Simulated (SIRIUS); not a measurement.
# MgO (P-6m2) in SIRIUS: reference runs

Aim: a first look at MgO with PBE, on the cell as given.

All numbers are computed with SIRIUS 7.10.0; they aren't measurements. Logs are shortened: lines on timing, memory, paths and dates and some standing lists are left out, and cuts for length are marked. The log counts tension as positive stress, the text compression.

### 1 Starting point

The structure is hexagonal, space group P-6m2 (No. 187). The conventional cell has a = 2.938 Å, b = 2.938 Å, c = 2.680 Å, α = 90.00°, β = 90.00°, γ = 120.00°. Around Mg (site symmetry -6m2) lie 6 O at 2.16 Å. O (site symmetry -6m2) is surrounded by 6 Mg at 2.16 Å.

Measurements of this composition are mostly on another form, of space group No. 225.

### 2 Single point, PBE

File sirius.json:

```json
{
  "control": {
    "processing_unit": "cpu",
    "verbosity": 2,
    "num_bands_to_print": 15,
    "print_forces": true,
    "print_stress": true
  },
  "parameters": {
    "electronic_structure_method": "pseudopotential",
    "xc_functionals": ["XC_GGA_X_PBE", "XC_GGA_C_PBE"],
    "gk_cutoff": 9.2,
    "pw_cutoff": 18.4,
    "ngridk": [10, 10, 10],
    "shiftk": [0, 0, 0],
    "smearing": "fermi_dirac",
    "smearing_width": 0.0018374661,
    "num_bands": 15,
    "num_mag_dims": 0,
    "num_dft_iter": 100,
    "energy_tol": 1e-08,
    "density_tol": 1e-06
  },
  "iterative_solver": {
    "type": "davidson",
    "min_tolerance": 1e-09,
    "tolerance_scale": [0.1, 0.25]
  },
  "mixer": {
    "type": "anderson",
    "beta": 0.7,
    "max_history": 8
  },
  "settings": {
    "tol_ne": 1e-10,
    "pseudo_grid_cutoff": 6.5
  },
  "unit_cell": {
    "lattice_vectors": [
      [5.552054855852, 0.0, 0.0],
      [-2.776027427926, 4.808220548383, 0.0],
      [0.0, 0.0, 5.063861301637]
    ],
    "atom_coordinate_units": "lattice",
    "atom_types": ["Mg", "O"],
    "atom_files": {
      "Mg": "Mg.json",
      "O": "O.json"
    },
    "atoms": {
      "Mg": [
        [0.0, 0.0, 0.0]
      ],
      "O": [
        [0.3333333333, 0.6666666667, 0.5]
      ]
    }
  }
}
```

Potentials or basis: PseudoDojo 0.4.1 PBE standard (scalar relativistic).

Launch:

```
upf_to_json Mg.upf
upf_to_json O.upf
OMP_NUM_THREADS=1 sirius.scf --input=sirius.json --output=out.json --task=0
```

Log:

```text
[info] SIRIUS version : 7.10.0
[info] number of MPI ranks           : 1
[info] MPI grid                      : 1 1
[info] maximum number of OMP threads : 1
[fft] FFT context for density and potential
[fft] =====================================
[fft]   comm size                             : 1
[fft]   plane wave cutoff                     : 18.4
[fft]   grid size                             : 36 36 32   total : 41472
[fft]   grid limits                           : -17 18   -17 18   -15 16
[fft]   number of G-vectors within the cutoff : 7107
[fft]   local number of G-vectors             : 7107
[fft]   number of G-shells                    : 763
[fft] FFT context for coarse grid
[fft] =====================================
[fft]   comm size                             : 1
[fft]   plane wave cutoff                     : 18.4
[fft]   grid size                             : 36 36 32   total : 41472
[fft]   grid limits                           : -17 18   -17 18   -15 16
[fft]   number of G-vectors within the cutoff : 7107
[fft]   local number of G-vectors             : 7107
[fft]   number of G-shells                    : 763
[unit cell] lattice vectors
[unit cell]   a1 :       5.5520548559      0.0000000000      0.0000000000
[unit cell]   a2 :      -2.7760274279      4.8082205484      0.0000000000
[unit cell]   a3 :       0.0000000000      0.0000000000      5.0638613016
[unit cell] reciprocal lattice vectors
[unit cell]   b1 :       1.1316864603      0.6533794825     -0.0000000000
[unit cell]   b2 :       0.0000000000      1.3067589650      0.0000000000
[unit cell]   b3 :       0.0000000000     -0.0000000000      1.2407893765
[unit cell] unit cell volume :       135.18233087 [a.u.^3]
[unit cell] 1/sqrt(omega)    :         0.08600823
[unit cell] MT volume        :         0.00000000 ( 0.00%)
[unit cell] IT volume        :       135.18233087 (100.00%)
[unit cell] number of atom types : 2
[unit cell] type id : 0 symbol : Mg mt_radius :  15.090000 num_atoms : 1
[unit cell] type id : 1 symbol :  O mt_radius :   9.350000 num_atoms : 1
[unit cell] total number of atoms : 2
[unit cell] number of symmetry classes : 2
[unit cell] number of PAW atoms : 0
[unit cell] atom id  type id  class id             position                      vector_field
[unit cell] ------------------------------------------------------------------------------------------
[unit cell]      0        0        0      0.00000   0.00000   0.00000      0.00000   0.00000   0.00000
[unit cell]      1        1        1      0.33333   0.66667   0.50000      0.00000   0.00000   0.00000
[unit cell] atom id         position (Cartesian, a.u.)
[unit cell] ---------------------------------------------
[unit cell]      0       0.000000    0.000000    0.000000
[unit cell]      1      -0.000000    3.205480    2.531931
[unit cell] class id : 0 atom id : 0
[unit cell] class id : 1 atom id : 1
[unit cell] minimum bond length:     4.084823
[unit cell] total number of pseudo wave-functions: 9
[... 327 lines left out ...]
[find] SCF correction                 :      -0.00000004
[find] Total energy                   :     -76.02648273 (Ha),    -152.05296545 (Ry)
[find] Free energy (E-TS)             :     -76.02648273 (Ha),    -152.05296545 (Ry)
[find] band gap (eV)                  :       3.03796959
[find] Efermi                         :       0.33187878
[find] iteration : 11, RMS : 3.186266334854e-08, energy difference : 2.842170943040e-14
[find] Hartree energy of density residual : 2.221393773442e-14
[find] bands are converged : true
[find] iterative solver converged : true
[find] converged after 12 SCF iterations!
[find] Charges and magnetic moments
[find] --------------------------------------------------------------------------------
[find] total charge          : 16.000000
[find] Energy
[find] --------------------------------------------------------------------------------
[find] valence_eval_sum               :     -11.31479467
[find] <rho|V^{XC}>                   :     -15.11188394
[find] <rho|E^{XC}>                   :     -12.21557063
[find] <mag|B^{XC}>                   :       0.00000000
[find] <rho|V^{H}>                    :      43.13867584
[find] one-electron contribution      :     -39.34158656 (Ha),     -78.68317312 (Ry)
[find] hartree contribution           :      21.56933792
[find] xc contribution                :     -12.21557063
[find] ewald contribution             :     -46.03866341
[find] PAW contribution               :       0.00000000
[find] smearing (-TS)                 :      -0.00000000
[find] SCF correction                 :      -0.00000004
[find] Total energy                   :     -76.02648273 (Ha),    -152.05296545 (Ry)
[find] Free energy (E-TS)             :     -76.02648273 (Ha),    -152.05296545 (Ry)
[find] band gap (eV)                  :       3.03796959
[find] Efermi                         :       0.33187878
[ground_state] === stress tensor components [kbar] ===
[ground_state] === stress_kin ===
[ground_state] -65556.547326   -0.000000   -0.000000
[ground_state]    -0.000000-65556.547326    0.000000
[ground_state]    -0.000000    0.000000-65636.983953
[ground_state] === stress_har ===
[ground_state] -13940.489672   -0.000000    0.000000
[ground_state]    -0.000000-13940.489672   -0.000000
[ground_state]     0.000000   -0.000000-19062.415072
[ground_state] === stress_ewald ===
[ground_state] 35899.446241    0.000000   -0.000000
[ground_state]     0.00000035899.446241   -0.000000
[ground_state]    -0.000000   -0.00000028399.414159
[ground_state] === stress_vloc ===
[ground_state]  4309.778451    0.000000    0.000000
[ground_state]     0.000000 4309.778451    0.000000
[ground_state]     0.000000    0.00000016990.129996
[ground_state] === stress_xc ===
[ground_state]  6806.206912    0.000000    0.000000
[ground_state]     0.000000 6806.206912   -0.000000
[ground_state]     0.000000   -0.000000 6796.249483
[ground_state] === stress_core ===
[ground_state]  1479.915814    0.000000    0.000000
[ground_state]     0.000000 1479.915814    0.000000
[ground_state]     0.000000    0.000000 1480.431968
[ground_state] === stress_nonloc ===
[ground_state] 31003.448303    0.000000    0.000000
[ground_state]     0.00000031003.448303    0.000000
[ground_state]     0.000000    0.00000031034.488394
[ground_state] === stress_us_nl ===
[ground_state] 31003.448303    0.000000    0.000000
[ground_state]     0.00000031003.448303    0.000000
[ground_state]     0.000000    0.00000031034.488394
[ground_state] === stress_total ===
[ground_state]     1.758724    0.000000   -0.000000
[ground_state]     0.000000    1.758724    0.000000
[ground_state]    -0.000000    0.000000    1.314975
[ground_state] ==== total Forces in Ha/bohr =====
[ground_state] atom:    0, force:      -0.0000000      0.0000000      0.0000000
[ground_state] atom:    1, force:       0.0000000      0.0000000      0.0000000
[ground_state] ==== ultrasoft contribution from Qij =====
[ground_state] atom:    0, force:       0.0000000      0.0000000      0.0000000
[ground_state] atom:    1, force:       0.0000000      0.0000000      0.0000000
[ground_state] ==== non-local contribution from Beta-projector =====
[ground_state] atom:    0, force:       0.0000000      0.0000000      0.0000000
[ground_state] atom:    1, force:       0.0000000      0.0000000      0.0000000
[ground_state] ==== contribution from local potential =====
[ground_state] atom:    0, force:      -0.0000000      0.0000000      0.0000000
[ground_state] atom:    1, force:       0.0000000      0.0000000      0.0000000
[ground_state] ==== contribution from core density =====
[ground_state] atom:    0, force:       0.0000000      0.0000000      0.0000000
[ground_state] atom:    1, force:       0.0000000      0.0000000      0.0000000
[ground_state] ==== Ewald forces from ions =====
[ground_state] atom:    0, force:       0.0000000      0.0000000      0.0000000
[ground_state] atom:    1, force:       0.0000000      0.0000000      0.0000000
[~DFT_ground_state] local op. applied: 34506
[~DFT_ground_state] evp. work count: 9151.72
[~DFT_ground_state] number of iterative solver steps: 2320
```

Wall time 32 s (1 thread of Arm Neoverse V2, shared host); peak memory 0.34 GiB.

Results:

| Property | Result |
| --- | --- |
| Free energy | -2068.7860 eV |
| Pressure | -0.2 GPa |
| Band gap on the k mesh | 3.04 eV |
